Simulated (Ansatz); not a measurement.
## Charge transition levels of the N vacancy in AlN, term by term

Computed with DFT PBE, scalar-relativistic, plane waves, PAW (Ansatz). Run with 420 eV cutoff, 4×4×4 k-mesh, shifted by half a step, Gaussian smearing of 0.01 eV, collinear spin in charge 0, +2 alone.

Host crystal, relaxed:

```xyz
2
Lattice="0.0000 2.2016 2.2016 2.2016 0.0000 2.2016 2.2016 2.2016 0.0000" Properties=species:S:1:pos:R:3 pbc="T T T"
Al    0.0000    0.0000    0.0000
N     3.3024    3.3024    3.3024
```

The N vacancy was set at (0.750, 0.750, 0.750) of the host cell, in a supercell of 32 sites (341 Å³), relaxed at fixed cell in each charge q. The host's Kohn–Sham gap is 3.31 eV and its static dielectric constant 8.7 (mean). For each charge: the supercell's free energy over the neutral one with q electrons exchanged at the valence band top, F(q) − F(0) + qE_v; the image-charge term; and the term that aligns the potential far from the defect with the host's.

```json
{"q": "+2", "F(q) − F(0) + qE_v (eV)": "-4.264", "image charge (eV)": "1.374", "alignment (eV)": "-0.742"}
{"q": "+1", "F(q) − F(0) + qE_v (eV)": "-3.421", "image charge (eV)": "0.344", "alignment (eV)": "-0.286"}
{"q": "0", "F(q) − F(0) + qE_v (eV)": "0.000", "image charge (eV)": "0.000", "alignment (eV)": "0.000"}
```

Task: Add the terms and find the levels between neighbouring charges, ε(q/q′) = [A(q′) − A(q)]/(q − q′), with and without the two corrections.

Result: A(q): -3.631 eV for +2, -3.363 eV for +1, 0.000 eV for 0.
```
  level corrected (eV over E_v) uncorrected (eV)
(+2/+1)                     0.27              0.84
 (+1/0)                     3.36              3.42
```

As a check, a point charge in a simple cubic cell of this volume has q²αe²/(2εL) = 0.338 q² eV (e² = 14.40 eV Å, α = 2.837, L = 6.99 Å); the shape of the real cell can change it somewhat. The term grows as q², so it pushes donor levels down and acceptor levels up. The program doubts the alignment for q = +2, +1, so levels beside it are uncertain by about that term.

Task: Which of these charges is lowest with the Fermi level at the valence band top, at mid-gap and at the conduction band bottom?

Result: The line A(q) + qE_F that lies lowest gives the charge: +2 at E_F = 0.00 eV, +1 at E_F = 1.66 eV, +1 at E_F = 3.31 eV. (+1/0) falls outside this Kohn–Sham gap, so the change of charge isn't reached within it; the real gap is usually wider and may hold a localised level, while a level that comes from a carrier in the host's bands only marks the band edge and moves with it. In charge 0 the cell has partly filled levels, from a carrier spread over the host's bands, a defect level that the small cell broadens into a band, or a degenerate defect level that the symmetric start can't split, so the levels beside it are doubtful. Without the alignment that the program doubts, the level (+2/+1) would lie at -0.19 eV, outside the gap, so these runs don't decide whether the defect changes charge there. Without the alignment that the program doubts, the level (+1/0) would lie at 3.08 eV, inside the gap, so these runs don't decide whether the defect changes charge there. Charges beyond those computed could lie lower near the band edges.

Task: The neutral defect forms at 5.64 eV with atoms taken from and returned to the elements. What are the formation energies at those three Fermi levels, and what share of sites would hold the defect at 1200 K with E_F at mid-gap, if the host still stood at that temperature?

Result: E_f = E_f(0) + A(q) + qE_F = 2.01, 3.93, 5.59 eV. In the dilute limit the share is exp(−E_f/k_BT) = exp(−3.935/0.1034) = 3.0×10⁻¹⁷, leaving out degeneracy and vibrational entropy. This is the N-rich limit; a poorer supply of N lowers E_f, in a binary host by up to its heat of formation per N atom. The small cell and the narrow Kohn–Sham gap leave errors of tenths of an eV or more, which change the share by orders of magnitude.

This zinc-blende form isn't the usual stable structure of the compound.